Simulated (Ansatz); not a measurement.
## Comparing deformations in Si$_{2}$Mo

All numbers below come from DFT PBE, scalar-relativistic, plane waves, PAW (Ansatz 0.2.0). Settings: plane waves to 420 eV, k-mesh 20×20×20 (Γ-centred), Gaussian smearing 0.15 eV. No spin polarisation. Energies are free energies at this smearing, counted from the undisturbed cell; pressure is positive in compression.

Zero of the scan (relaxed at this level):

```xyz
3
Lattice="-1.6084 1.6084 3.9365 1.6084 -1.6084 3.9365 1.6084 1.6084 -3.9365" Properties=species:S:1:pos:R:3 pbc="T T T"
Si    0.0000    0.0000    2.6382
Si    0.0000    0.0000    5.2348
Mo    0.0000    0.0000    0.0000
```

The cell is strained by ε times a Voigt pattern (xx, yy, zz, yz, xz, xy; engineering shear) with fractional coordinates fixed. τ = (1/V0) dE/dε comes from the stress tensor. Of each scan, only the three points used here are listed.

| pattern | ε | τ (GPa) |
| --- | --- | --- |
| (1, 1, 0, 0, 0, 0) | -0.0250 | -28.00 |
| (1, 1, 0, 0, 0, 0) | 0.0000 | -0.02 |
| (1, 1, 0, 0, 0, 0) | 0.0250 | 22.76 |
| (0, 0, 1, 0, 0, 0) | -0.0150 | -7.95 |
| (0, 0, 1, 0, 0, 0) | 0.0000 | -0.01 |
| (0, 0, 1, 0, 0, 0) | 0.0150 | 6.97 |
| (1, -1, 0, 0, 0, 0) | -0.0150 | -8.45 |
| (1, -1, 0, 0, 0, 0) | 0.0000 | 0.00 |
| (1, -1, 0, 0, 0, 0) | 0.0150 | 8.45 |

**Question.** Which constants do the scans give, and which deformation costs least for the same size of strain tensor?

**Answer.** The slope dτ/dε at zero (parabola through three points) is pᵀCp: (1, 1, 0, 0, 0, 0) gives C11 + C22 + 2 C12 = 1015 GPa; (0, 0, 1, 0, 0, 0) gives C33 = 497 GPa; (1, -1, 0, 0, 0, 0) gives C11 + C22 − 2 C12 = 563 GPa. The size of the strain tensor, ε:ε, is ε² times 2.0, 1.0, 2.0. Per unit of it the stiffnesses are 508, 497, 282 GPa, so (1, -1, 0, 0, 0, 0) is the softest of these: at ε:ε = (1 %)² the quadratic term costs 1.19 meV/atom against 2.15 for the stiffest. These are clamped-ion values.

Forces appear on the atoms along this scan, and letting them relax would lower the energy and soften the response. In a metal these slopes depend on the k mesh and the smearing.